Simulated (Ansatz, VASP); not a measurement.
# Two plane-wave programs on Al

INCAR

```
SYSTEM = Al
ALGO = Normal
EDIFF = 1E-7
ENCUT = 520
GGA = PS
ISIF = 2
ISMEAR = 0
LASPH = .True.
LCHARG = .True.
LELF = .True.
LREAL = .False.
LVHAR = .True.
LWAVE = .False.
NBANDS = 8
NELM = 60
PREC = Accurate
SIGMA = 0.15
```

Contents of KPOINTS:

```
k-points
0
Gamma
  20 20 20
  0 0 0
```

POSCAR

```
Al
1.0
    0.0000000000      2.0239800000      2.1302389500
    2.0239800000      0.0000000000      2.1302389500
    2.0239800000      2.0239800000      0.0000000000
Al
1
Direct
    0.0000000000      0.0000000000      0.0000000000
```

Input for Ansatz:

```yaml
crystal:
  lattice:
    - [0.0, 2.02398, 2.13023895]
    - [2.02398, 0.0, 2.13023895]
    - [2.02398, 2.02398, 0.0]
  atoms:
    - { symbol: Al, position: [0.0, 0.0, 0.0] }
basis:
  ecutwfc: 420
kpoints:
  mp_grid: { grid: [20, 20, 20] }
hamiltonian:
  xc: pbesol
scf:
  occupations: { method: gaussian, width: 0.15 }
output:
  forces: true
  stress: true
  eigenvalues: true
```

Change from the starting cell: strain +0.0525 x Voigt [0, 0, 1, 0, 0, 0], atoms carried along.

Alike in both runs: task single point; functional PBEsol; k mesh 20 × 20 × 20; occupations gaussian, width 0.15 eV; no spin polarisation.

```csv
,VASP,Ansatz
version,VASP 6.6.1,Ansatz 0.2.0
potentials or method,"VASP PAW PBE potentials, release 64 (Al)","scalar-relativistic, plane waves, PAW"
plane-wave cutoff (eV),520,420
valence electrons in the cell,3,3
```

|  | VASP | Ansatz | Ansatz less VASP |
| --- | --- | --- | --- |
| gap on the k mesh at the Fermi level (eV) | none | none | - |
| pressure (GPa) | -5.1 | -5.1 | -0.04 |
| largest component of the traceless stress (GPa) | 1.31 | 1.30 | -0.006 |

A gap of «none» marks a metal or a gap that the smearing closes.

Caveats: the PAW data sets were made with another functional, which shifts forces and pressure a little (VASP).
